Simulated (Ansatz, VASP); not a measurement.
# SiC in VASP and in Ansatz

```xyz
4
Lattice="3.0132 0.0000 0.0000 -1.5066 2.6095 0.0000 0.0000 0.0000 4.9450" Properties=species:S:1:pos:R:3 pbc="T T T"
Si    0.0000    1.7397    0.0000
Si    1.5066    0.8698    2.4725
C     0.0000    1.7397    1.9038
C     1.5066    0.8698    4.3763
```

Change from the starting cell: volume scaled by 0.94.

Alike in both runs: task single point; functional PBEsol; k mesh 15 × 15 × 8; occupations fermi-dirac, width 0.08 eV; no spin polarisation.

|  | VASP | Ansatz |
| --- | --- | --- |
| version | VASP 6.6.1 | Ansatz 0.2.0 |
| potentials or method | VASP PAW PBE potentials, release 64 (Si, C), cutoff 520 eV | all-electron LAPW, scalar-relativistic |

Ansatz gave:

```
pressure (GPa)                                  : 15.7
largest component of the traceless stress (GPa) : 5.10
rms of the force components (eV/Å)              : 0.490
```

Which values does VASP return?

Pressure (GPa): 16.2; largest component of the traceless stress (GPa): 5.20; rms of the force components (eV/Å): 0.493.

Atom by atom the forces differ by 0.003 eV/Å (rms over components). Ansatz ran all-electron here, so the differences hold the error of VASP's frozen core and of both bases.

Caveats: so large a pressure means that the cell lies far from this level's equilibrium, or that cutoff or potentials fall short (VASP); the potentials were made for another functional, which shifts forces and pressure (VASP). A k mesh can miss the band edges.
